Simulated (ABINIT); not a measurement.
**InP: single point with HSE06**

Crystal: InP.

```
In P
1.0
     0.00000    2.93050    2.93050
     2.93050    0.00000    2.93050
     2.93050    2.93050    0.00000
In P
1 1
Direct
  0.00000 0.00000 0.00000
  0.75000 0.75000 0.75000
```

```yaml
Program: ABINIT 10.8.3 (patched build)
Task: single point
Functional: HSE06
Potentials_or_basis: SPMS NC PBE v1.0
Cutoff: 490 eV
k_mesh: 6 × 6 × 6
Occupations: fixed
Spin: no spin polarisation
Most_SCF_steps: 60
```

```yaml
Band_gap_on_the_k_mesh: 1.30 eV, direct
Valence_electrons_inside_the_program's_atomic_spheres: In 9.86; P 2.79
```

Levels at points of the mesh, in eV from the valence-band top:
```tsv
k point	band 5	band 6	band 7	band 8	band 9	band 10	band 11
(0.00, 0.00, 0.00)	-14.57	-12.82	0.00	0.00	0.00	1.30	4.68
(0.50, 0.00, 0.00)	-14.56	-10.82	-6.40	-1.13	-1.13	2.09	5.56
(0.50, 0.50, 0.00)	-14.53	-10.09	-6.42	-2.65	-2.65	2.34	2.92
```

It took 5.3 min on 8 MPI ranks on AMD EPYC 9R45 96-Core Processor (Zen 5), with other jobs on the host, peak memory 0.88 GiB a rank.

Caveat: Libxc's HSE differs a little from that of other programs; spin-orbit coupling is left out, which moves the levels of the heavy elements.
